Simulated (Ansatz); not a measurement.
Runs of Ansatz 0.2.0 on KF. The structure is cubic, space group Pm-3m (No. 221). Conventional cell: a = 3.259 Å, b = 3.259 Å, c = 3.259 Å, α = 90.00°, β = 90.00°, γ = 90.00°. K (site symmetry m-3m) is surrounded by 8 F at 2.82 Å. F (site symmetry m-3m) is surrounded by 8 K at 2.82 Å. The cell comes from a database or a generator and needn't be the stable form of this composition.

```csv
task,level,potentials or basis,spin,cell,k mesh,cutoff (eV),smearing,broadening,other keys,gap on the mesh (eV),pressure (GPa),moment (μB)
optical spectrum,r2SCAN+rVV10,PseudoDojo standard (PBE files),off,cell strained at random at fixed volume,6 × 6 × 6,1143,fixed,0.2 eV,scf.lower_state_search = light; hamiltonian.pseudopotentials = kind nc,6.87,-,-
electron localisation function,BLYP,JTH PAW,"non-collinear, random start","atoms moved at random, drawn with an rms of 0.02 Å",6 × 6 × 6,1500,gaussian 0.1 eV,-,-,6.35,1.2,0.00
projected density of states,r2SCAN+rVV10,Ansatz PAW earlier set,"collinear, random start",as given,8 × 8 × 8,1300,tetrahedron,-,-,7.08,(a),0.00
single point,SVWN5,JTH PAW LDA,off,volume scaled by 1.04,8 × 8 × 8,1500,fermi-dirac 0.01 eV,-,-,5.66,-6.3,-
```

**Question.** Estimate the missing entries.

**Answer.** (a) -3.6.

Caveats: the starting moments weren't kept (some runs); the rVV10 pressure on norm-conserving files is uncertain (some runs); spectra need much finer meshes, so this one isn't converged (some runs); independent-particle spectra lack excitons (some runs); the potentials were made for another functional, which shifts forces and pressure (some runs); the PAW data sets come from PBE, with cores solved anew for the run's functional, which leaves a small shift of forces and pressure (some runs); with tetrahedron occupations forces and stress needn't match the slope of the energy (some runs).

A k mesh can miss the band edges.

Runs at the PBE level aren't shown here.
